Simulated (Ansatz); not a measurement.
## NaCl: an elastic constant from a strain scan

All numbers below come from DFT PBE, scalar-relativistic, plane waves, PAW in Ansatz 0.2.0. Settings: plane waves to 420 eV, k-mesh 8×8×8 (Γ-centred), Gaussian smearing 0.05 eV. No spin polarisation. Energies are free energies at this smearing, counted from the undisturbed cell; pressure is positive in compression.

Reference structure (as given, not relaxed at this level; it stands at 0.4 GPa):

```
Na Cl
1.0
     0.00000    2.83175    2.83175
     2.83175    0.00000    2.83175
     2.83175    2.83175    0.00000
Na Cl
1 1
Direct
  0.00000 0.00000 0.00000
  0.50000 0.50000 0.50000
```

The cell is strained by ε times the Voigt pattern (1, -1, 0, 0, 0, 0) (xx, yy, zz, yz, xz, xy; engineering shear) with fractional coordinates fixed. The cell holds 2 atoms in V0 = 45.41 Å³. The stress column is τ = (1/V0) dE/dε, got from the stress tensor σ (compression positive) at each point as −det(1 + εP) σ : P(1 + εP)⁻¹, with P the pattern as a tensor.

| ε | ΔE (meV/atom) | τ (GPa) |
| --- | --- | --- |
| -0.0875 | 48.457 | -8.740 |
| -0.0750 | 34.490 | -7.064 |
| -0.0625 | 23.307 | -5.591 |
| -0.0500 | 14.583 | -4.283 |
| -0.0375 | 8.058 | -3.102 |
| -0.0250 | 3.536 | -2.016 |
| -0.0125 | 0.878 | -0.993 |
| 0.0000 | 0.000 | 0.000 |
| 0.0125 | 0.878 | 0.993 |
| 0.0250 | 3.536 | 2.016 |
| 0.0375 | 8.058 | 3.102 |
| 0.0500 | 14.583 | 4.283 |
| 0.0625 | 23.307 | 5.591 |
| 0.0750 | 34.490 | 7.064 |
| 0.0875 | 48.457 | 8.740 |
| 0.1000 | ? | ? |

Question: Which combination of elastic constants does this scan measure, and how large is it?

Answer: For small ε, τ = τ0 + Kε with K = pᵀCp, which for this pattern is 2(C11 − C12) in the cubic axes. The parabola through τ at ε = -0.0125, 0 and 0.0125 has slope K = 79 GPa at zero. The energies per cell, E = NΔE, of the same two points give K = 2[E(ε₊)/ε₊ − E(ε₋)/ε₋]/[(ε₊ − ε₋)V0] = 79 GPa, in agreement.

Question: Predict the withheld row at ε = 0.1000 from the harmonic law, and compare.

Answer: ΔE = V0(τ0 ε + Kε²/2)/N = 56.281 meV/atom and τ = 7.94 GPa. The calculation gives 65.603 meV/atom and 10.66 GPa: the energy lies 17 % above the harmonic value.